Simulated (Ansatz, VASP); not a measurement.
CoSi2: VASP beside Ansatz

The input INCAR:

```
  PREC = Accurate
  ENCUT = 520
  EDIFF = 1E-6
  ISMEAR = 0
  SIGMA = 0.1
  LREAL = False
  LASPH = True
  NELM = 100
  ALGO = Normal
  ISIF = 2
  LWAVE = False
  LCHARG = False
  GGA = PE
  NBANDS = 16
```

File KPOINTS:

```
Automatic mesh
0
Gamma
  14 14 14
```

File POSCAR:

```
CoSi2
1.0
    0.0000000000      2.7324827729      2.7324827729
    2.7324827729      0.0000000000      2.7324827729
    2.7324827729      2.7324827729      0.0000000000
Co Si
1 2
Direct
    0.0000000000      0.0000000000      0.0000000000
    0.2500000000      0.2500000000      0.2500000000
    0.7500000000      0.7500000000      0.7500000000
```

Input for Ansatz:

```yaml
crystal:
  lattice:
    - [0.0, 2.7324827672, 2.7324827672]
    - [2.7324827672, 0.0, 2.7324827672]
    - [2.7324827672, 2.7324827672, 0.0]
  atoms:
    - { symbol: Co, position: [0.0, 0.0, 0.0] }
    - { symbol: Si, position: [0.25, 0.25, 0.25] }
    - { symbol: Si, position: [0.75, 0.75, 0.75] }
basis:
  ecutwfc: 420
kpoints:
  mp_grid: { grid: [14, 14, 14] }
hamiltonian:
  xc: pbe
scf:
  occupations: { method: gaussian, width: 0.1 }
output:
  forces: true
  stress: true
  eigenvalues: true
```

Alike in both runs: task single point; functional PBE; k mesh 14 × 14 × 14; occupations gaussian, width 0.1 eV; no spin polarisation.

```csv
,VASP,Ansatz
version,VASP 6.6.1,Ansatz 0.2.0
potentials or method,"VASP PAW PBE potentials, release 64 (Co, Si)","scalar-relativistic, plane waves, PAW"
plane-wave cutoff (eV),520,420
valence electrons in the cell,17,25
```

```csv
,VASP,Ansatz,Ansatz less VASP
gap on the k mesh at the Fermi level (eV),none,none,-
pressure (GPa),-9.3,-9.1,+0.19
```

A gap of «none» marks a metal or a gap that the smearing closes. The two sets of potentials don't hold the same shells in valence.

Spin polarisation is off, so any magnetic state and its effect on volume and gap are missing.
